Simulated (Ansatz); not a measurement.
Starting cell, AlSb (zinc blende):

```yaml
crystal:
  lattice:
    - [0.00000, 3.08862, 3.08862]
    - [3.08862, 0.00000, 3.08862]
    - [3.08862, 3.08862, 0.00000]
  atoms:
    - { symbol: Sb, position: [0.75000, 0.75000, 0.75000] }
    - { symbol: Al, position: [0.00000, 0.00000, 0.00000] }
```

In each cell atom 2 (Al, nearest neighbour Sb at 2.675 Å; its periodic images, 4.4 Å or more away, move with it) moves by s·(1.000, 0.000, 0.000) (along Cartesian x), the rest being held.

All values below come from r2SCAN (plane waves to 500 eV, PAW, scalar-relativistic; Ansatz, a quantum-chemistry and plane-wave program). k mesh 11×11×11 (Γ-centred), Fermi-Dirac smearing 0.05 eV. The energy includes the smearing's −TS. AlSb was relaxed with its symmetry unable to fall. Spin-orbit coupling is left out, though Sb is heavy. ΔE is measured from the undisplaced structure.

| s (Å) | ΔE (meV/cell) |
|---|---|
| -0.530 | 1015 |
| -0.424 | 675 |
| -0.318 | 391 |
| -0.212 | withheld |
| -0.106 | 45 |
| 0.000 | 0 |
| 0.106 | 45 |
| 0.212 | withheld |
| 0.318 | 391 |
| 0.424 | 675 |
| 0.530 | 1015 |

### Question
Fit an even polynomial form (powers 2, 4) to the given rows and predict ΔE at s = 0.212.

### Answer
Least squares on the 9 given rows: ΔE = (4008)·s² + (-1404)·s⁴, in meV/cell with s in Å; root-mean-square residual 0.1 meV/cell. At 0.212 the fit gives 177 meV/cell; the calculation gives 177 meV/cell, the same to the digits shown. The quadratic term alone would give 180 meV/cell.

(For displaced atoms, the force is minus the slope of the energy, and its curvature is a force constant, which sets phonon frequencies.)
